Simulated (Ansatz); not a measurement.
System: fluorite SrF2. Method: r²SCAN+SOC (Ansatz, a first-principles code, PAW).

Numerical settings: plane-wave cutoff 560 eV, 10×10×10 k mesh, Fermi–Dirac smearing 0.01 eV, PAW data made under PBE.

The cell has the measured lattice: a = b = c = 5.7996 Å, α = β = γ = 90.00°.

Problem. Estimate the band gap and smallest direct gap on the k points sampled that the calculation returns.

Solution. 
- band gap = 7.57 eV (indirect)
- smallest direct gap on the k points sampled = 7.65 eV

Measured, for comparison: band gap 11.1 eV (temperature not stated, no zero-point or thermal correction; as tabulated in Aguado et al. (1999), arXiv:cond-mat/9901145). Computed (rounded) less measured: band gap -3.53 eV.

Note: cell and atoms aren't relaxed at this level (pressure -0.4 GPa).

The computed numbers hold no vibrational or temperature effects.
